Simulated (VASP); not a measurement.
# CdS (rocksalt): gaps by functional in VASP

```cif
data_structure
_symmetry_space_group_name_H-M 'P 1'
_symmetry_Int_Tables_number 1
_cell_length_a 3.8562
_cell_length_b 3.8562
_cell_length_c 3.8562
_cell_angle_alpha 60.000
_cell_angle_beta 60.000
_cell_angle_gamma 60.000
_cell_volume 40.55
loop_
_atom_site_label
_atom_site_type_symbol
_atom_site_fract_x
_atom_site_fract_y
_atom_site_fract_z
_atom_site_occupancy
Cd1 Cd 0.00000 0.00000 0.00000 1
S1 S 0.50000 0.50000 0.50000 1
```

All runs share this cell. Band v is the last that the valence electrons fill when counted band by band, and c is the next. A negative gap between them is a band overlap, as in a metal.

| level | gap (eV) | least direct gap (eV) | pressure (GPa) |
| --- | --- | --- | --- |
| PBE | 0.25 | 1.72 | 2.2 |
| r²SCAN | 0.73 | 2.35 | 0.5 |
| LDA | 0.00 | 1.51 | -4.5 |
| PBEsol | 0.13 | 1.60 | -1.9 |
| PBE with spin–orbit coupling | 0.24 | 1.68 | – |
